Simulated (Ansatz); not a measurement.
Structure: NaH (started from an entry of an open crystallographic database) with hydrogen sites as listed, at its r2SCAN minimum. Space group Fm-3m (No. 225), cubic; a = 4.795 Å in the conventional setting, 13.78 Å³ an atom. Na is surrounded by 6 H at 2.40 Å; H is surrounded by 6 Na at 2.40 Å.

```
Na H
1.0
     0.00000    2.39751    2.39751
     2.39751    0.00000    2.39751
     2.39751    2.39751    0.00000
Na H
1 1
Cartesian
  0.0000 0.0000 0.0000
  2.3975 2.3975 2.3975
```

The questions ask for values computed with the PAW code Ansatz on this geometry. Calculated for a static, non-magnetic cell.

Given (10×10×10 mesh): With LDA the valence top lies at W and the conduction bottom at L, 3.44 eV higher; the smallest vertical gap, at L, is 4.37 eV.

Q: How does the gap change from LDA to r2SCAN (10×10×10)?

A: r2SCAN gives an indirect gap of 4.40 eV, from W to L; the least direct gap is 5.26 eV at L. The gap differs by +0.96 eV from LDA's.

Q: How does the gap change from LDA to HSE06 (6×6×6)?

A: With HSE06 the valence top lies at W and the conduction bottom at L, 4.85 eV higher; the smallest vertical gap, at L, is 5.81 eV. The gap differs by +1.41 eV from LDA's.

Q: How does the gap change from LDA to DDH-PBE0 (6×6×6)?

A: The DDH-PBE0 gap is indirect, 6.08 eV (W to L), below the direct gap of 7.08 eV at L. The share of exact exchange is 0.320. The gap differs by +2.64 eV from LDA's.

Q: What does G0W0@PBE with 204 empty bands, a screening cutoff of 220 eV and a 6×6×6 mesh give?

A: 6.05 eV (PBE's gap over the path plus the quasiparticle shift read on the mesh). The quasiparticle gap on this mesh is 6.10 eV (W–X (0.33 of the way from W) to L), against 3.85 eV from PBE: +2.25 eV. Renormalisation factors Z lie between 0.66 and 0.82. G0W0 values are finite-basis, finite-mesh values.

Q: Roughly how does the cost of the HSE06 run (6×6×6) compare with r2SCAN's (10×10×10)?

A: About 8 times as much (21 core-seconds against 2.6 core-seconds, on a shared machine).

Q: What are ε∞ and the Born charges with PBE?

A: The electronic dielectric tensor ε∞ is 3.12 in all directions. Born charges, averaged over directions: Na +0.97, H -0.97 e.

Q: Relaxed again with PBEsol, is the cell stable at the zone centre, and where do its optical modes lie?

A: The optical mode at Γ lies at 519 cm⁻¹ without the longitudinal term. With the long-range field the highest mode reaches 891 cm⁻¹.

The meshes of the hybrids are coarse, so their gaps aren't converged to the digits shown.

Set aside, since their points miss a band edge that the other levels read or their mesh is too coarse: LC-ωPBE.
